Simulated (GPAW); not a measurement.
Runs of GPAW 26.7.0 on NaCl. Symmetry: Pm-3m, No. 221, cubic system. Conventional cell: a = 3.502 Å, b = 3.502 Å, c = 3.502 Å, α = 90.00°, β = 90.00°, γ = 90.00°. Cl (site symmetry m-3m) is surrounded by 8 Na at 3.03 Å. Na (site symmetry m-3m) has 8 Cl at 3.03 Å as nearest neighbours. Measurements of this composition are mostly on another form, of space group No. 225.

```csv
task,level,potentials or basis,cell,smearing,eigensolver,optimizer,fmax,max steps,target pressure,gap on the mesh (eV),pressure (GPa)
single point,LDA,"the program's PAW data sets (release 1.2.1) made for this functional, pw",as given,gaussian 0.02 eV,-,-,-,-,-,3.60,-3.0
single point,PBEsol+D4,"PAW data sets generated in the run's folder for this functional, pw",as given,fermi-dirac 0.05 eV,-,-,-,-,-,(a),-1.7
relaxation of cell and atoms,BLYP+D3(BJ),"PAW data sets generated in the run's folder for this functional, pw",relaxed to 5 GPa,fermi-dirac 0.05 eV,davidson,FIRE,0.05 eV/Å,60,5 GPa,4.89,5.2
relaxation of cell and atoms,BLYP+D4,"PAW data sets generated in the run's folder for this functional, pw",relaxed,fermi-dirac 0.05 eV,davidson,LBFGS,0.01 eV/Å,60,-,4.06,0.0
single point,PBE,"GPAW PAW data sets (gpaw-data 1.2.1), pw",as given,gaussian 0.1 eV,-,-,-,-,-,(b),0.1
```

Alike in all rows: no spin polarisation; k mesh 8 × 8 × 8; cutoff (eV) 800.

Problem. Estimate the missing entries.

Solution. (a) 3.84; (b) 3.98.

Caveats: later steps reuse the first step's grids (some runs).

A k mesh can miss the band edges.
